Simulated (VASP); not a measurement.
A run of VASP 6.6.1 is set up as follows.

INCAR

```
  PREC = Accurate
  ENCUT = 520
  EDIFF = 1E-7
  ISMEAR = -1
  SIGMA = 0.05
  LREAL = F
  LASPH = T
  NELM = 60
  ALGO = Normal
  ISIF = 2
  LWAVE = F
  LCHARG = F
  GGA = PE
  NBANDS = 21
```

KPOINTS

```
regular mesh
0
Gamma
  11 11 11
```

Contents of POSCAR:

```
Ge
1.0
   -2.5744897190      2.5744897190      1.3974126432
    2.5744897190     -2.5744897190      1.3974126432
    2.5744897190      2.5744897190     -1.3974126432
Ge
2
Direct
    0.5000000000      0.5000000000      0.0000000000
    0.2500000000      0.7500000000      0.5000000000
```

Potentials or basis: VASP PAW PBE potentials, release 64 (Ge_d).

The run is started by

```bash
$ cat potpaw_PBE.64/Ge_d/POTCAR > POTCAR
$ mpirun -np 1 vasp_std > vasp.out
```

(1) What does it give for the pressure?

(2) What does it give for the band gap on the k mesh?

Answers

(1) 3.2 GPa.

(2) none (metal or under the smearing width).
